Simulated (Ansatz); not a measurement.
**WS2 under changes of volume**

One of the cells (49.592 Å³/atom); the others are scaled copies at fixed shape and fractional positions:

```
W S
1.0
     3.18352    0.00000    0.00000
    -1.59176    2.75701    0.00000
     0.00000    0.00000   16.95058
W S
1 2
Direct
  0.00000 0.00000 0.00000
  0.33333 0.66667 0.09200
  0.33333 0.66667 0.90800
```

| Property | Result |
| --- | --- |
| Program | Ansatz 0.2.0 |
| Functional | PBEsol |
| Potentials or basis | all-electron LAPW, scalar-relativistic |
| Cutoff | 283 eV (chosen from the basis error) |
| Basis error allowed | 0.001 eV/atom |
| k mesh | 10 × 10 × 2 |
| Occupations | fermi-dirac, width 0.05 eV |
| Spin | no spin polarisation |

| volume (Å³/atom) | energy over the lowest point (meV/atom) | gap on the mesh (eV) | largest force (eV/Å) |
| --- | --- | --- | --- |
| 46.616 | ? | ? | ? |
| 47.608 | 4.74 | 2.11 | 0.645 |
| 48.600 | 0.00 | 2.04 | 0.245 |
| 49.592 | 3.00 | 1.99 | 0.124 |
| 50.583 | 12.93 | 1.93 | 0.465 |
| 51.575 | 29.10 | 1.88 | 0.781 |
| 52.567 | 50.85 | 1.82 | 1.073 |

**Question.** What does the run at 46.616 Å³/atom give?

**Answer.** Energy over the lowest point 18.10 meV/atom; gap on the mesh 2.17 eV; largest force 1.077 eV/Å.

Worked out: A Birch-Murnaghan fit of order 3 (a polynomial in V^(-2/3)) to the other rows has its minimum at 48.69 Å³/atom with B0 = V·E''(V) = 61 GPa and B' = 4.4 at fixed shape and positions, which overstates the stiffness. It gives 18.12 meV/atom at 46.616 Å³/atom, against the run's 18.10. A straight line through the other rows of the gap, of slope -2.87 eV per unit of ln V, extrapolates to 2.17 eV, against the run's 2.17.

Energies are extrapolated to zero smearing.

Caveats: spin-orbit coupling is left out, which moves the levels of the heavy elements.

A mesh can miss the band edges.

The runs don't all hold the same shells in valence.
